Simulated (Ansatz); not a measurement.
Molecular dynamics on a 2×2×2 supercell (16 atoms) of AgI (zincblende), relaxed with r2SCAN. Forces come from PBEsol in Ansatz: a Langevin thermostat at fixed volume, 1000 K, steps of 1.5 fs. Spin polarisation is off, nuclei are classical, and the run is far too short for thermal averages.

```yaml
crystal:
  lattice:
    - [0.0, 6.5771498493, 6.5771498493]
    - [6.5771498493, 0.0, 6.5771498493]
    - [6.5771498493, 6.5771498493, 0.0]
  atoms:
    - { symbol: Ag, position: [0.0, 0.0, 0.0] }
    - { symbol: I, position: [0.125, 0.125, 0.125] }
    - { symbol: Ag, position: [0.0, 0.0, 0.5] }
    - { symbol: I, position: [0.125, 0.125, 0.625] }
    - { symbol: Ag, position: [0.0, 0.5, 0.0] }
    - { symbol: I, position: [0.125, 0.625, 0.125] }
    - { symbol: Ag, position: [0.0, 0.5, 0.5] }
    - { symbol: I, position: [0.125, 0.625, 0.625] }
    - { symbol: Ag, position: [0.5, 0.0, 0.0] }
    - { symbol: I, position: [0.625, 0.125, 0.125] }
    - { symbol: Ag, position: [0.5, 0.0, 0.5] }
    - { symbol: I, position: [0.625, 0.125, 0.625] }
    - { symbol: Ag, position: [0.5, 0.5, 0.0] }
    - { symbol: I, position: [0.625, 0.625, 0.125] }
    - { symbol: Ag, position: [0.5, 0.5, 0.5] }
    - { symbol: I, position: [0.625, 0.625, 0.625] }
kpoints:
  mp_grid: { grid: [2, 2, 2] }
hamiltonian:
  xc: pbesol
scf:
  occupations: { method: fermi_dirac, width: 0.086 }
md:
  ensemble: nvt_langevin
  temperature: 1000
  timestep: 1.5
  n_steps: 40
  initial_velocities: maxwell_boltzmann
  seed: 4019
```

Run as `ansatz run input.yaml --threads 4 --pin off --max-ram 3686MiB --backend cpu --events-out ev --progress --plain --runs-dir out`. It ended after 7.6 min on 4 threads of Arm Neoverse N1, with other jobs on the host; peak host memory 2.5 GiB.

| step | t (fs) | T (K) | free energy F from step 0 (meV/atom) | kinetic energy (meV/atom) | largest force (eV/Å) |
| --- | --- | --- | --- | --- | --- |
| 0 | 0 | 938 | 0.0 | 121.2 | 0.00 |
| 1 | 1.5 | 823 | 0.1 | 106.4 | 0.03 |
| 2 | 3 | 849 | 0.2 | 109.8 | 0.07 |
| 3 | 4.5 | 886 | 0.6 | 114.5 | 0.10 |
| 4 | 6 | 908 | 1.0 | 117.4 | 0.15 |
| 5 | 7.5 | 880 | 1.6 | 113.7 | 0.20 |
| 6 | 9 | 847 | 2.4 | 109.5 | 0.25 |
| 7 | 10.5 | 818 | 3.2 | 105.8 | 0.31 |
| 8 | 12 | 832 | 4.2 | 107.6 | 0.37 |
| 9 | 13.5 | 796 | 5.4 | 102.9 | 0.44 |
| 10 | 15 | 780 | 6.7 | 100.9 | 0.51 |
| 11 | 16.5 | 829 | 8.2 | 107.2 | 0.59 |
| 12 | 18 | 845 | 9.8 | 109.3 | 0.67 |
| 13 | 19.5 | 801 | 11.6 | 103.6 | 0.75 |
| 14 | 21 | 842 | 13.4 | 108.9 | 0.83 |
| 15 | 22.5 | 856 | 15.4 | 110.6 | 0.92 |
| 16 | 24 | 845 | 17.5 | 109.2 | 0.99 |
| 17 | 25.5 | 762 | 19.6 | 98.5 | 1.07 |
| 18 | 27 | 743 | 21.8 | 96.0 | 1.15 |
| 19 | 28.5 | 726 | 24.0 | 93.8 | 1.23 |
| 20 | 30 | 704 | 26.2 | 91.0 | 1.32 |
| 21 | 31.5 | 676 | 28.4 | 87.3 | 1.41 |
| 22 | 33 | 665 | 30.7 | 86.0 | 1.50 |
| 23 | 34.5 | 728 | 33.1 | 94.1 | 1.59 |
| 24 | 36 | 675 | 35.6 | 87.2 | 1.68 |

The temperature starts at 938 K, is lowest at step 22 (665 K, 33 fs) and ends at 675 K. The thermostat hasn't had time to restore it. By the last step the atoms have moved 0.14 Å in the root mean square, the drift of the whole cell taken out, 0.27 Å at most. The job's limit cut the run after 24 of 40 steps.

Positions (Å) and forces (eV/Å) at step 24:
```
Ag  -0.118   0.072  -0.019     0.047  -0.279   0.016
I    1.534   1.483   1.708     0.260   0.374  -0.259
Ag   3.325   3.329   0.010    -0.183  -0.165  -0.131
I    4.872   4.898   1.634     0.134   0.085   0.108
Ag   3.234  -0.063   3.252     0.296   0.034  -0.017
I    4.991   1.698   4.885    -0.870  -0.672   0.559
Ag   6.451   3.104   3.321     0.645   0.690  -0.682
I    8.238   4.919   4.830    -0.169  -0.218   0.305
Ag   0.024   3.260   3.244    -0.069   0.079   0.079
I    1.722   4.888   4.950    -0.700   0.267  -0.348
Ag   3.323   6.699   3.522    -0.762  -0.821  -0.878
I    4.884   8.140   4.870     1.000   0.961   0.955
Ag   3.240   3.401   6.519     0.317  -0.402   0.355
I    4.982   4.939   8.144     0.011  -0.031   0.187
Ag   6.723   6.638   6.676    -0.255  -0.286  -0.404
I    8.254   8.165   8.231     0.299   0.384   0.157
```
